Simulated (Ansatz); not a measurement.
BN: random displacements

Level of theory: DFT PBE, scalar-relativistic, plane waves, PAW (Ansatz 0.2.0). The runs took a 420 eV cutoff, a Γ-centred 6×6×6 mesh and Gaussian smearing (0.05 eV). No spin polarisation. Energies are free energies at this smearing, counted from the undisturbed cell; pressure is positive in compression.

Reference structure (relaxed at this level):

```
B N
1.0
     3.62470    0.00000    0.00000
     0.00000   -3.62470    0.00000
     0.00000    0.00000   -3.62470
B N
4 4
Cartesian
  0.0000 0.0000 0.0000
  1.8123 -1.8123 0.0000
  1.8123 0.0000 -1.8123
  0.0000 -1.8123 -1.8123
  2.7185 -2.7185 -2.7185
  0.9062 -0.9062 -2.7185
  0.9062 -2.7185 -0.9062
  2.7185 -0.9062 -0.9062
```

The atoms are displaced (Å, in the unstrained cell):

```
atom ux uy uz
  B1   0.212  -0.138   0.052
  B2  -0.121   0.132   0.024
  B3  -0.051   0.164  -0.075
  B4  -0.260  -0.093   0.024
  N5   0.128  -0.135  -0.060
  N6  -0.043   0.116   0.097
  N7   0.081  -0.077   0.014
  N8   0.055   0.032  -0.076
```

Strain (Voigt, engineering shear): (-0.0164, 0.0364, -0.0403, 0.0245, -0.0481, -0.0175).

(1) What are the energy change, the stress and the forces?

Answers

(1) ΔE = 654.9 meV/atom; stress (xx, yy, zz, yz, xz, xy; compression positive) (32.78, 1.79, 52.77, -24.27, 33.92, -0.72) GPa; gap on the mesh 1.80 eV.
```
atom Fx (eV/Å) Fy Fz
  B1      -7.77   6.13  -7.30
  B2       3.31  -2.22  -1.66
  B3       3.67  -3.56   1.30
  B4       5.13   0.70   0.18
  N5      -4.12   4.51   0.75
  N6       5.12  -8.71   2.40
  N7      -2.40   4.84   1.22
  N8      -2.95  -1.69   3.12
```

Cost: 1 run of about 0.19 core-minutes, on Arm Neoverse V1 (shared hosts).